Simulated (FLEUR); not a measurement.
# WC (Fm-3m) in FLEUR: notebook

The runs below take WC through band structure, equation of state, with r2SCAN.

Everything below comes from runs of FLEUR MaX-R8.1 (later development tree). Logs are shortened: lines on timing, memory, paths and dates and some standing lists are left out, and cuts for length are marked.

**1. The structure**

The structure is cubic, space group Fm-3m (No. 225). The conventional cell has a = 4.385 Å, b = 4.385 Å, c = 4.385 Å, α = 90.00°, β = 90.00°, γ = 90.00°. W (site symmetry m-3m) has 6 C at 2.19 Å as nearest neighbours. Around C (site symmetry m-3m) lie 6 W at 2.19 Å.

Measurements of this composition are mostly on another form, of space group No. 187.

**2. Band structure, r2SCAN**

File inp.xml:

```xml
<?xml version="1.0" encoding="UTF-8" standalone="no"?>
<fleurInput fleurInputVersion="0.39">
   <comment>
      WC                                                                                                  
   </comment>
   <calculationSetup>
      <cutoffs Kmax="4.9" Gmax="15.2" GmaxXC="15.2" numbands="0"/>
      <scfLoop itmax="80" minDistance="0.0001" maxIterBroyd="30" imix="Anderson" alpha="0.05" precondParam="0.0" spinf="2.0" sdNocoIR="T"/>
      <coreElectrons ctail="F" frcor="F" kcrel="0" coretail_lmax="0"/>
      <xcFunctional name="LibXC" relativisticCorrections="F">
         <LibXCName exchange="mgga_x_r2scan" correlation="mgga_c_r2scan"/>
         <AuxGGA exchange="117" correlation="130"/>
      </xcFunctional>
      <magnetism jspins="1"/>
      <soc l_soc="F" theta="0.0" phi="0.0" spav="F"/>
      <expertModes spex="0" secvar="F"/>
      <geometryOptimization l_f="F" forcealpha="1.0" forcemix="BFGS" epsdisp="0.00001" epsforce="0.00001"/>
      <ldaU l_linMix="F" mixParam="0.05" spinf="1.0"/>
   </calculationSetup>
   <cell>
      <bzIntegration valenceElectrons="32.0" mode="hist" fermiSmearingEnergy="0.00183747">
         <kPointListSelection listName="default-1"/>
         <!-- k-points included here -->
         <xi:include xmlns:xi="http://www.w3.org/2001/XInclude" href="kpts.xml"> </xi:include>
[... 33 lines left out ...]
            <stateOccupation state="(2p1/2)" spinUp="0.333333" spinDown="0.333333"/>
            <stateOccupation state="(2p3/2)" spinUp="0.666667" spinDown="0.666667"/>
         </electronConfig>
         <energyParameters s="2" p="2" d="3" f="4"/>
         <lo type="SCLO" l="0" n="2" eDeriv="2"/>
         <lo type="SCLO" l="1" n="2" eDeriv="2"/>
         <lo type="SCLO" l="2" n="3" eDeriv="2"/>
      </species>
   </atomSpecies>
   <atomGroups>
      <atomGroup species="Tungsten (W)">
         <relPos label="                   1">.0000000000 .0000000000 .0000000000</relPos>
         <force calculate="T" relaxXYZ="TTT"/>
      </atomGroup>
      <atomGroup species="Carbon (C)">
         <relPos label="                   2">1.000/2.000 1.000/2.000 1.000/2.000</relPos>
         <force calculate="T" relaxXYZ="TTT"/>
      </atomGroup>
   </atomGroups>
   <output dos="F" band="F" slice="F">
      <checks vchk="F" cdinf="F"/>
      <bandDOS minEnergy="-.5*Htr" maxEnergy="0.5*Htr" sigma="0.015" storeEVData="T"/>
      <vacuumDOS vacdos="F" integ="F" star="F" nstars="0" locx1="0.0" locy1="0.0" locx2="0.0" locy2="0.0" nstm="0" tworkf="0.0"/>
      <unfoldingBand unfoldBand="F" supercellX="1" supercellY="1" supercellZ="1"/>
      <plotting iplot="0" polar="F">
         <plot TwoD="T" vec1="  1.0  0.0  0.0" vec2="  0.0  1.0  0.0" vec3="  0.0  0.0  1.0" zero="  0.0  0.0  0.0" file="plot"/>
      </plotting>
      <chargeDensitySlicing numkpt="0" minEigenval="0.0" maxEigenval="0.0" nnne="0" pallst="F"/>
      <specialOutput eonly="F"/>
      <moessbauerParams electricFieldGradient="T" isomerShift="T" coreHyperfine="T" valenceHyperfine="T"/>
      <magneticCircularDichroism mcd="F" energyLo="-10.0" energyUp="0.0"/>
   </output>
  <!-- We include the file relax.xml here to enable relaxations (see documentation) -->
  <xi:include xmlns:xi="http://www.w3.org/2001/XInclude" href="relax.xml"> <xi:fallback/> </xi:include>
</fleurInput>
```

File crystal.txt:

```
WC
&input cartesian=F /
0.0000000000  2.1926840000  2.1926840000
2.1926840000  0.0000000000  2.1926840000
2.1926840000  2.1926840000  0.0000000000
1.8897261246
1.0 1.0 1.0

2
74 0.0000000000  0.0000000000  0.0000000000
6 0.5000000000  0.5000000000  0.5000000000

&kpt div1=10 div2=10 div3=10 gamma=T /
```

File inp.xml (bands):

```
<?xml version="1.0" encoding="UTF-8" standalone="no"?>
<fleurInput fleurInputVersion="0.39">
   <comment>
      WC                                                                                                  
   </comment>
   <calculationSetup>
      <cutoffs Kmax="4.9" Gmax="15.2" GmaxXC="15.2" numbands="0"/>
      <scfLoop itmax="80" minDistance="0.0001" maxIterBroyd="30" imix="Anderson" alpha="0.05" precondParam="0.0" spinf="2.0" sdNocoIR="T"/>
      <coreElectrons ctail="F" frcor="F" kcrel="0" coretail_lmax="0"/>
      <xcFunctional name="LibXC" relativisticCorrections="F">
         <LibXCName exchange="mgga_x_r2scan" correlation="mgga_c_r2scan"/>
         <AuxGGA exchange="117" correlation="130"/>
      </xcFunctional>
      <magnetism jspins="1"/>
      <soc l_soc="F" theta="0.0" phi="0.0" spav="F"/>
      <expertModes spex="0" secvar="F"/>
      <geometryOptimization l_f="F" forcealpha="1.0" forcemix="BFGS" epsdisp="0.00001" epsforce="0.00001"/>
      <ldaU l_linMix="F" mixParam="0.05" spinf="1.0"/>
   </calculationSetup>
   <cell>
      <bzIntegration valenceElectrons="32.0" mode="hist" fermiSmearingEnergy="0.00183747">
         <kPointListSelection listName="path-1"/>
         <!-- k-points included here -->
         <xi:include xmlns:xi="http://www.w3.org/2001/XInclude" href="kpts.xml"> </xi:include>
      </bzIntegration>
      <!-- symmetry operations included here -->
[... 32 lines left out ...]
            <stateOccupation state="(2p3/2)" spinUp="0.666667" spinDown="0.666667"/>
         </electronConfig>
         <energyParameters s="2" p="2" d="3" f="4"/>
         <lo type="SCLO" l="0" n="2" eDeriv="2"/>
         <lo type="SCLO" l="1" n="2" eDeriv="2"/>
         <lo type="SCLO" l="2" n="3" eDeriv="2"/>
      </species>
   </atomSpecies>
   <atomGroups>
      <atomGroup species="Tungsten (W)">
         <relPos label="                   1">.0000000000 .0000000000 .0000000000</relPos>
         <force calculate="T" relaxXYZ="TTT"/>
      </atomGroup>
      <atomGroup species="Carbon (C)">
         <relPos label="                   2">1.000/2.000 1.000/2.000 1.000/2.000</relPos>
         <force calculate="T" relaxXYZ="TTT"/>
      </atomGroup>
   </atomGroups>
   <output dos="F" band="T" slice="F">
      <checks vchk="F" cdinf="F"/>
      <bandDOS minEnergy="-.5*Htr" maxEnergy="0.5*Htr" sigma="0.015" storeEVData="T"/>
      <vacuumDOS vacdos="F" integ="F" star="F" nstars="0" locx1="0.0" locy1="0.0" locx2="0.0" locy2="0.0" nstm="0" tworkf="0.0"/>
      <unfoldingBand unfoldBand="F" supercellX="1" supercellY="1" supercellZ="1"/>
      <plotting iplot="0" polar="F">
         <plot TwoD="T" vec1="  1.0  0.0  0.0" vec2="  0.0  1.0  0.0" vec3="  0.0  0.0  1.0" zero="  0.0  0.0  0.0" file="plot"/>
      </plotting>
      <chargeDensitySlicing numkpt="0" minEigenval="0.0" maxEigenval="0.0" nnne="0" pallst="F"/>
      <specialOutput eonly="F"/>
      <moessbauerParams electricFieldGradient="T" isomerShift="T" coreHyperfine="T" valenceHyperfine="T"/>
      <magneticCircularDichroism mcd="F" energyLo="-10.0" energyUp="0.0"/>
   </output>
  <!-- We include the file relax.xml here to enable relaxations (see documentation) -->
  <xi:include xmlns:xi="http://www.w3.org/2001/XInclude" href="relax.xml"> <xi:fallback/> </xi:include>
</fleurInput>
```

Potentials or basis: all-electron, FLAPW.

The run is started by

```bash
> inpgen -f crystal.txt -profile fastHighL
> # inp.xml edited to the form shown
> fleur_MPI
> fleur_MPI   # second run, on inp.xml (bands)
```

Standard output:

```text
Welcome to FLEUR        (www.flapw.de)
      MaX-Release 8.1          (www.max-centre.eu)
 func_ids         498         497         498         497
 MetaGGA potential functional detected - V_tau will be computed
 Auxiliary Potential for radial basis: exchange=         117  correlation=         130
The functional 'Re-regularized SCAN exchange by Furness et al' is an exchange functional, it belongs to the 'MGGA' family and is defined in the reference(s):
[1] J. W. Furness, A. D. Kaplan, J. Ning, J. P. Perdew, and J. Sun.,  J. Phys. Chem. Lett. 11, 8208-8215 (2020)
[2] J. W. Furness, A. D. Kaplan, J. Ning, J. P. Perdew, and J. Sun.,  J. Phys. Chem. Lett. 11, 9248-9248 (2020)
The functional 'Re-regularized SCAN correlation by Furness et al' is a correlation functional, it belongs to the 'MGGA' family and is defined in the reference(s):
[1] J. W. Furness, A. D. Kaplan, J. Ning, J. P. Perdew, and J. Sun.,  J. Phys. Chem. Lett. 11, 8208-8215 (2020)
[2] J. W. Furness, A. D. Kaplan, J. Ning, J. P. Perdew, and J. Sun.,  J. Phys. Chem. Lett. 11, 9248-9248 (2020)
 Using same functional for VXC and EXC

 ========== k-point set info ==========
 Selected k-point list: default-1
 k-point list type: mesh
 10 x 10 x 10
 Number of k points: 47

 ------------Calculation Setup---------------------------
 Number of MPI-tasks      :            1
 Number of PE/node        :            1
 Number of OMP-threads    :            1
 Most efficient MPI parallelization for:
           1          47
 Additional eigenvalue parallelization possible
 Number of basis functions:          351
 Approximate size of matrices (H+S) per k-point:         0.002 GB
 --------------------------------------------------------
The functional 'Hammer, Hansen, and Norskov' is an exchange functional, it belongs to the 'GGA' family and is defined in the reference(s):
[1] B. Hammer, L. B. Hansen, and J. K. Nørskov.,  Phys. Rev. B 59, 7413 (1999)
The functional 'Perdew, Burke & Ernzerhof' is a correlation functional, it belongs to the 'GGA' family and is defined in the reference(s):
[1] J. P. Perdew, K. Burke, and M. Ernzerhof.,  Phys. Rev. Lett. 77, 3865 (1996)
[2] J. P. Perdew, K. Burke, and M. Ernzerhof.,  Phys. Rev. Lett. 78, 1396 (1997)
 Using same functional for VXC and EXC
 Using auxiliary GGA potential for the first iteration of MetaGGA calculation.
Nuclear radius smaller than smallest radial mesh point for atom type 2 -- skipping its core isomer shift
Nuclear radius smaller than smallest radial mesh point for atom type 2 -- skipping its isomer shift
 Reset of history
 Reset of history
 Iteration:     1   Distance:      56.47745993 me/bohr^3
The functional 'Hammer, Hansen, and Norskov' is an exchange functional, it belongs to the 'GGA' family and is defined in the reference(s):
[1] B. Hammer, L. B. Hansen, and J. K. Nørskov.,  Phys. Rev. B 59, 7413 (1999)
The functional 'Perdew, Burke & Ernzerhof' is a correlation functional, it belongs to the 'GGA' family and is defined in the reference(s):
[1] J. P. Perdew, K. Burke, and M. Ernzerhof.,  Phys. Rev. Lett. 77, 3865 (1996)
[2] J. P. Perdew, K. Burke, and M. Ernzerhof.,  Phys. Rev. Lett. 78, 1396 (1997)
 Using same functional for VXC and EXC
Nuclear radius smaller than smallest radial mesh point for atom type 2 -- skipping its core isomer shift
Nuclear radius smaller than smallest radial mesh point for atom type 2 -- skipping its isomer shift
 Iteration:     2   Distance:      51.79799262 me/bohr^3
The functional 'Hammer, Hansen, and Norskov' is an exchange functional, it belongs to the 'GGA' family and is defined in the reference(s):
[1] B. Hammer, L. B. Hansen, and J. K. Nørskov.,  Phys. Rev. B 59, 7413 (1999)
The functional 'Perdew, Burke & Ernzerhof' is a correlation functional, it belongs to the 'GGA' family and is defined in the reference(s):
[1] J. P. Perdew, K. Burke, and M. Ernzerhof.,  Phys. Rev. Lett. 77, 3865 (1996)
[2] J. P. Perdew, K. Burke, and M. Ernzerhof.,  Phys. Rev. Lett. 78, 1396 (1997)
 Using same functional for VXC and EXC
[... 5 lines left out ...]
The functional 'Perdew, Burke & Ernzerhof' is a correlation functional, it belongs to the 'GGA' family and is defined in the reference(s):
[1] J. P. Perdew, K. Burke, and M. Ernzerhof.,  Phys. Rev. Lett. 77, 3865 (1996)
[2] J. P. Perdew, K. Burke, and M. Ernzerhof.,  Phys. Rev. Lett. 78, 1396 (1997)
 Using same functional for VXC and EXC
Nuclear radius smaller than smallest radial mesh point for atom type 2 -- skipping its core isomer shift
Nuclear radius smaller than smallest radial mesh point for atom type 2 -- skipping its isomer shift
 Iteration:     4   Distance:      26.17990947 me/bohr^3
The functional 'Hammer, Hansen, and Norskov' is an exchange functional, it belongs to the 'GGA' family and is defined in the reference(s):
[1] B. Hammer, L. B. Hansen, and J. K. Nørskov.,  Phys. Rev. B 59, 7413 (1999)
The functional 'Perdew, Burke & Ernzerhof' is a correlation functional, it belongs to the 'GGA' family and is defined in the reference(s):
[1] J. P. Perdew, K. Burke, and M. Ernzerhof.,  Phys. Rev. Lett. 77, 3865 (1996)
[2] J. P. Perdew, K. Burke, and M. Ernzerhof.,  Phys. Rev. Lett. 78, 1396 (1997)
 Using same functional for VXC and EXC
Nuclear radius smaller than smallest radial mesh point for atom type 2 -- skipping its core isomer shift
Nuclear radius smaller than smallest radial mesh point for atom type 2 -- skipping its isomer shift
 Iteration:     5   Distance:      12.80944192 me/bohr^3
The functional 'Hammer, Hansen, and Norskov' is an exchange functional, it belongs to the 'GGA' family and is defined in the reference(s):
[1] B. Hammer, L. B. Hansen, and J. K. Nørskov.,  Phys. Rev. B 59, 7413 (1999)
The functional 'Perdew, Burke & Ernzerhof' is a correlation functional, it belongs to the 'GGA' family and is defined in the reference(s):
[1] J. P. Perdew, K. Burke, and M. Ernzerhof.,  Phys. Rev. Lett. 77, 3865 (1996)
[2] J. P. Perdew, K. Burke, and M. Ernzerhof.,  Phys. Rev. Lett. 78, 1396 (1997)
[... 63 lines left out ...]
 Using same functional for VXC and EXC
Nuclear radius smaller than smallest radial mesh point for atom type 2 -- skipping its core isomer shift
Nuclear radius smaller than smallest radial mesh point for atom type 2 -- skipping its isomer shift
 Iteration:    13   Distance:       0.00298178 me/bohr^3
The functional 'Hammer, Hansen, and Norskov' is an exchange functional, it belongs to the 'GGA' family and is defined in the reference(s):
[1] B. Hammer, L. B. Hansen, and J. K. Nørskov.,  Phys. Rev. B 59, 7413 (1999)
The functional 'Perdew, Burke & Ernzerhof' is a correlation functional, it belongs to the 'GGA' family and is defined in the reference(s):
[1] J. P. Perdew, K. Burke, and M. Ernzerhof.,  Phys. Rev. Lett. 77, 3865 (1996)
[2] J. P. Perdew, K. Burke, and M. Ernzerhof.,  Phys. Rev. Lett. 78, 1396 (1997)
 Using same functional for VXC and EXC
Nuclear radius smaller than smallest radial mesh point for atom type 2 -- skipping its core isomer shift
Nuclear radius smaller than smallest radial mesh point for atom type 2 -- skipping its isomer shift
 Iteration:    14   Distance:       0.00127730 me/bohr^3
The functional 'Hammer, Hansen, and Norskov' is an exchange functional, it belongs to the 'GGA' family and is defined in the reference(s):
[1] B. Hammer, L. B. Hansen, and J. K. Nørskov.,  Phys. Rev. B 59, 7413 (1999)
The functional 'Perdew, Burke & Ernzerhof' is a correlation functional, it belongs to the 'GGA' family and is defined in the reference(s):
[1] J. P. Perdew, K. Burke, and M. Ernzerhof.,  Phys. Rev. Lett. 77, 3865 (1996)
[2] J. P. Perdew, K. Burke, and M. Ernzerhof.,  Phys. Rev. Lett. 78, 1396 (1997)
 Using same functional for VXC and EXC
Nuclear radius smaller than smallest radial mesh point for atom type 2 -- skipping its core isomer shift
Nuclear radius smaller than smallest radial mesh point for atom type 2 -- skipping its isomer shift
 Iteration:    15   Distance:       0.00094435 me/bohr^3
The functional 'Hammer, Hansen, and Norskov' is an exchange functional, it belongs to the 'GGA' family and is defined in the reference(s):
[1] B. Hammer, L. B. Hansen, and J. K. Nørskov.,  Phys. Rev. B 59, 7413 (1999)
The functional 'Perdew, Burke & Ernzerhof' is a correlation functional, it belongs to the 'GGA' family and is defined in the reference(s):
[1] J. P. Perdew, K. Burke, and M. Ernzerhof.,  Phys. Rev. Lett. 77, 3865 (1996)
[2] J. P. Perdew, K. Burke, and M. Ernzerhof.,  Phys. Rev. Lett. 78, 1396 (1997)
 Using same functional for VXC and EXC
Nuclear radius smaller than smallest radial mesh point for atom type 2 -- skipping its core isomer shift
Nuclear radius smaller than smallest radial mesh point for atom type 2 -- skipping its isomer shift
 Iteration:    16   Distance:       0.00002841 me/bohr^3

 ********************************************************************
 Run finished successfully
 Stop message:
   all done
 ********************************************************************
```

Wall time 32 s (1 thread of Intel Xeon 6975P-C (Granite Rapids), shared host); peak memory 0.08 GiB.

Results:

```yaml
Free_energy: -440903.5707 eV
Band_gap_along_the_path: none (metal or under the smearing width)
Valence_electrons_inside_the_program's_atomic_spheres: W 25.61; C 2.37 (radii W 2.37, C 1.47 bohr)
```

Levels at the corners of the path, in eV from the Fermi level:
| point | band 14 | band 15 | band 16 | band 17 | band 18 | band 19 |
| --- | --- | --- | --- | --- | --- | --- |
| Γ | -2.90 | -2.90 | -1.21 | -1.21 | -1.21 | -1.06 |
| X | -5.94 | -2.75 | -2.75 | 0.82 | 2.28 | 2.28 |
| W | -6.37 | -6.37 | 0.46 | 0.46 | 2.29 | 3.63 |
| K | -6.26 | -5.20 | -1.78 | 1.42 | 2.56 | 4.97 |
| Γ | -2.90 | -2.90 | -1.21 | -1.21 | -1.21 | -1.06 |
| L | -6.98 | -6.98 | 1.03 | 1.03 | 2.43 | 5.30 |
| U | -6.26 | -5.20 | -1.78 | 1.42 | 2.56 | 4.97 |
| W | -6.37 | -6.37 | 0.46 | 0.46 | 2.29 | 3.63 |
| L | -6.98 | -6.98 | 1.03 | 1.03 | 2.43 | 5.30 |
| K | -6.26 | -5.20 | -1.78 | 1.42 | 2.56 | 4.97 |
| U | -6.26 | -5.20 | -1.78 | 1.42 | 2.56 | 4.97 |
| X | -5.94 | -2.75 | -2.75 | 0.82 | 2.28 | 2.28 |

Core levels (eV from the Fermi level):
| atom | levels |
| --- | --- |
| 1 W | 1s1/2 -69399.3, 2s1/2 -11967.0, 2p1/2 -11441.4, 2p3/2 -10088.6, 3s1/2 -2753.2, 3p1/2 -2519.6, 3p3/2 -2227.0, 4s1/2 -565.1, 3d3/2 -1834.7, 3d5/2 -1771.1, 4p1/2 -468.3, 4p3/2 -400.5, 4d3/2 -241.7, 4d5/2 -229.3 |
| 2 C | 1s1/2 -267.0 |

Caveat: the meta-GGA is that of a development version, with a GGA for the radial functions and cores and without core tails; spin-orbit coupling is left out, which moves the levels of the heavy elements.

[end of part 1 of 2]
